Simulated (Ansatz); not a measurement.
Clean, relaxed (110) surface of TiAl, space group P4/mmm (No. 123) (top face towards +c; atoms held fixed, by place in the list: 1, 2, 3, 4):

```xyz
8
Lattice="3.9530 0.0000 0.0000 0.0000 4.0387 0.0000 0.0000 0.0000 22.9294" Properties=species:S:1:pos:R:3 pbc="T T T"
Ti    1.9765    0.0000    8.5000
Al    0.0000    2.0194    8.5000
Ti    0.0000    0.0000   10.4765
Al    1.9765    2.0194   10.4765
Ti    1.9765    0.0000   12.4375
Al    0.0000    2.0194   12.4776
Ti    0.0000    0.0000   14.3478
Al    1.9765    2.0194   14.4099
```

The calculation used DFT PBEsol, scalar-relativistic, plane waves, PAW in Ansatz. Cutoff 420 eV; k points 7×7×1 on the computed 8-atom cell (Γ-centred); Gaussian smearing, width 0.10 eV; no spin polarisation. The cell repeats along c with a dipole correction in the vacuum.

Br (atom) is adsorbed on the top face, one adsorbate per 16.0 Å², and relaxed from 3 starting sites (fractions of a and b). E_ads counts from the clean slab and the free adsorbate (spin-polarised where it has unpaired electrons); negative means bound. Heights count from the highest slab atom after relaxation. Δφ is the top face's. Δp counts per cell along +c. Bonded neighbours lie within 1.25 times the sum of covalent radii (1.35 for H) and, on that scale, within 12 % of the closest. With the adsorbate the cell is lengthened along c to keep the vacuum.

```json
{"start": "top (Al) at (0.50, 0.50)", "ends at": "(0.50, 0.50), 1 bonded neighbour (Al)", "E_ads (eV)": "-3.30", "height (Å)": "2.20", "shortest contact": "Br–Al 2.38 Å", "Δφ (eV)": "+0.36", "Δp (e·Å)": "-0.039"}
{"start": "bridge (Ti-Al) at (0.25, 0.75)", "ends at": "(0.00, 0.50), 2 bonded neighbours (Ti)", "E_ads (eV)": "-3.95", "height (Å)": "1.90", "shortest contact": "Br–Ti 2.77 Å", "Δφ (eV)": "-0.21", "Δp (e·Å)": "+0.013"}
{"start": "top (Ti) at (0.00, 0.00)", "ends at": "(0.00, 0.00), 1 bonded neighbour (Ti)", "E_ads (eV)": "-3.59", "height (Å)": "2.36", "shortest contact": "Br–Ti 2.36 Å", "Δφ (eV)": "+1.29", "Δp (e·Å)": "-0.116"}
```

Among the sites tried, the lowest end comes from the bridge (Ti-Al) at (0.25, 0.75) start; other sites may lie lower.

Each end is the local minimum or symmetric point that its start leads to. The slab is only 5.9 Å thick, so the energies aren't converged with thickness.

Spin polarisation was left out, and a magnetic state may lie lower.